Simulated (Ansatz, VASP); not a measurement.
## InPd in VASP and in Ansatz

Contents of INCAR:

```
ALGO = Normal ; EDIFF = 1E-6
EDIFFG = -0.005 ; ENCUT = 600
GGA = PE ; IBRION = 2
ISIF = 3 ; ISMEAR = 0
LASPH = True ; LCHARG = False
LREAL = False ; LWAVE = False
NELM = 100 ; NSW = 100
PREC = Accurate ; SIGMA = 0.1
```

The input KPOINTS:

```
k-points
0
Gamma
  14 14 14
```

POSCAR

```
InPd
1.0
    3.2718847800      0.0000000000      0.0000000000
    0.0000000000      3.2718847800      0.0000000000
    0.0000000000      0.0000000000      3.2718847800
In Pd
1 1
Direct
    0.0000000000      0.0000000000      0.0000000000
    0.5000000000      0.5000000000      0.5000000000
```

Input for Ansatz:

```yaml
crystal:
  lattice:
    - [3.27188478, 0.0, 0.0]
    - [0.0, 3.27188478, 0.0]
    - [0.0, 0.0, 3.27188478]
  atoms:
    - { symbol: In, position: [0.0, 0.0, 0.0] }
    - { symbol: Pd, position: [0.5, 0.5, 0.5] }
basis:
  ecutwfc: 420
kpoints:
  mp_grid: { grid: [14, 14, 14] }
hamiltonian:
  xc: pbe
scf:
  occupations: { method: gaussian, width: 0.1 }
output:
  forces: true
  stress: true
  eigenvalues: true
relax:
  adjacent_minimum: "off"
  f_tol: 0.005
  max_steps: 80
  cell: { stress_tol: 0.05 }
```

The cell comes from a database or a generator and needn't be the stable form of this composition.

Alike in both runs: task relaxation of cell and atoms; functional PBE; k mesh 14 × 14 × 14; occupations gaussian, width 0.1 eV; no spin polarisation.

```csv
,VASP,Ansatz
version,VASP 6.6.1,Ansatz 0.2.0
potentials or method,"VASP PAW PBE potentials, release 64 (In_d, Pd)","scalar-relativistic, plane waves, PAW"
plane-wave cutoff (eV),600,420
valence electrons in the cell,23,31
```

|  | VASP | Ansatz | Ansatz less VASP |
| --- | --- | --- | --- |
| gap on the k mesh at the Fermi level, each at its own relaxed structure (eV) | none | none | - |
| relaxed volume (Å³/atom) | 18.06 | 18.05 | -0.003 |
| relaxed cell length with the largest relative difference (Å) | 3.305 | 3.305 | -0.0002 |
| energy change over the relaxation (meV/atom) | -6 | -6 | +0.2 |

A gap of «none» marks a metal or a gap that the smearing closes. The two sets of potentials don't hold the same shells in valence.
